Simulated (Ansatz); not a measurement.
**HgTe (Coloradoite) under changes of volume**

One of the cells (33.215 Å³/atom); the others are scaled copies at fixed shape and fractional positions:

```
CELL_PARAMETERS angstrom
0.00000 3.21450 3.21450
3.21450 0.00000 3.21450
3.21450 3.21450 0.00000
ATOMIC_POSITIONS crystal
Hg 0.00000 0.00000 0.00000
Te 0.75000 0.75000 0.75000
```

* Program: Ansatz 0.2.0
* Functional: PBE
* Potentials or basis: Ansatz PAW
* Cutoff: 420 eV (not typed: the program's choice for these potentials)
* k mesh: 7 × 7 × 7
* Occupations: fermi-dirac, width 0.05 eV
* Spin: no spin polarisation

| volume (Å³/atom) | energy over the lowest point (meV/atom) | pressure (GPa) |
| --- | --- | --- |
| 31.223 | 118.16 | 8.6 |
| 31.887 | ? | ? |
| 32.551 | 59.18 | 5.8 |
| 33.215 | 37.87 | 4.6 |
| 33.880 | 21.22 | 3.5 |
| 34.544 | 8.74 | 2.5 |
| 35.208 | 0.00 | 1.7 |

What does the run at 31.887 Å³/atom give?

Energy over the lowest point 85.75 meV/atom; pressure 7.1 GPa.

Worked out: A Birch-Murnaghan fit of order 3 (a polynomial in V^(-2/3)) to the other rows has no minimum within the range. It gives 85.73 meV/atom at 31.887 Å³/atom, against the run's 85.75, and -dE/dV = 7.1 GPa, against 7.1.

Energies are extrapolated to zero smearing.
